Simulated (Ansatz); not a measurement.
The system is I.

```
CELL_PARAMETERS angstrom
3.63503 -2.39502 0.00000
3.63503 2.39502 0.00000
0.00000 0.00000 9.79344
ATOMIC_POSITIONS crystal
I 0.64930 0.35070 0.38440
I 0.14930 0.85070 0.11560
I 0.35070 0.64930 0.61560
I 0.85070 0.14930 0.88440
```

Base run:

| Quantity | Value |
| --- | --- |
| Program | Ansatz 0.2.0 |
| Functional | PBE0 |
| Potentials or basis | Ansatz PAW |
| Cutoff | 420 eV (not typed: the program's choice for these potentials) |
| k mesh | 6 × 6 × 2 |
| Occupations | fermi-dirac, width 0.05 eV |
| Spin | no spin polarisation |

Its results: band gap on the k mesh 2.84 eV, indirect (least direct gap 3.07 eV); pressure 0.9 GPa; largest force 0.259 eV/Å.

Task: The run is repeated on the same cell with these changes: functional from PBE0 to revPBE; k mesh from 6 × 6 × 2 to 7 × 7 × 3. What comes out?

Result: Band gap on the k mesh 1.36 eV, indirect (least direct gap 1.44 eV); pressure 2.8 GPa; largest force 0.848 eV/Å.

Several settings changed at once, so the effect can't be laid on one alone.

Caveats: spin-orbit coupling is left out, which moves the levels of the heavy elements; the PAW data sets come from PBE, with cores solved anew for the run's functional, which leaves a small shift of forces and pressure; the thresholds are loose for stress (some runs).
